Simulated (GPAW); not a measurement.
Wanted: an ASE script for a GPAW 26.7.0 run.

```yaml
Task: dielectric tensor
Functional: PBE
Potentials_or_basis: GPAW PAW data sets (gpaw-data 1.2.1)
Cutoff: 600 eV
Basis: pw
k_mesh: 8 × 8 × 8
Occupations: fermi-dirac, width 0.001 eV
Spin: no spin polarisation
Response_ecut: 80 eV
Maxiter: 150
Response_k_mesh: 24 × 24 × 24
Response_bands: 20
Kernels: "[\"RPA\", \"LR0.3\", \"LR0.2\"]"
Coarser_k_mesh: 17 × 17 × 17
```

The structure of BAs lies in BAs.xyz:

```xyz
2
Lattice="0.0000000000 2.3885000000 2.3885000000 2.3885000000 0.0000000000 2.3885000000 2.3885000000 2.3885000000 0.0000000000" Properties=species:S:1:pos:R:3 pbc="T T T"
As     3.5827500000      3.5827500000      3.5827500000
B      0.0000000000      0.0000000000      0.0000000000
```

One way to write it, as run:

run.py

```python
import numpy as np
from ase.dft.bandgap import bandgap
from ase.io import read, write
from gpaw import GPAW, PW
from gpaw.response.df import DielectricFunction

atoms = read('BAs.xyz')

calc = GPAW(mode=PW(600),
            xc='PBE',
            kpts={'size': (8, 8, 8), 'gamma': True},
            occupations={'name': 'fermi-dirac', 'width': 0.001},
            nbands=11,
            convergence={'density': 1e-06},
            maxiter=150,
            txt='gpaw.txt')
atoms.calc = calc
energy = atoms.get_potential_energy()
calc.write('gs.gpw')
write('result.traj', atoms)
print(f'Energy: {energy:.6f} eV')
print('Fermi level:', round(calc.get_fermi_level(), 4), 'eV')
print(f'Gap: {bandgap(calc)[0]:.4f} eV, direct: {bandgap(calc, direct=True)[0]:.4f} eV')

for size in [(17, 17, 17), (24, 24, 24)]:
    name = 'x'.join(str(n) for n in size)
    dense = calc.fixed_density(kpts={'size': size, 'gamma': True},
                               nbands=26, convergence={'bands': 20},
                               update_fermi_level=True, txt=f'dense-{name}.txt')
    dense.write(f'{name}.gpw', mode='all')
    df = DielectricFunction(f'{name}.gpw', frequencies=np.array([0.0]), hilbert=False, eta=0.001,
                            ecut=80, nbands=20, intraband=False, txt=f'df-{name}.txt')
    for xc in ['RPA', 'LR0.3', 'LR0.2']:
        for direction in ['x', 'y', 'z', [0, 1, 1], [1, 0, 1], [1, 1, 0]]:
            e0, e = df.get_macroscopic_dielectric_constant(xc=xc, direction=direction)
            print(f'{name} {xc} {direction}: {e0:.4f} without, {e:.4f} with local fields')
```

Potentials or basis: GPAW PAW data sets (gpaw-data 1.2.1), pw.

Launch:

```console
$ OMP_NUM_THREADS=1 python run.py
```

Results of the run:

```
Band gap on the k mesh                  : 1.20 eV, indirect (least direct gap 3.29 eV)
Electronic dielectric tensor (diagonal) : 9.07
```

Caveat: the long-wavelength limit can be off by a per cent or two.

It took 2.5 min on 1 thread of Arm Neoverse V2, on a shared host, peak memory 0.59 GiB.
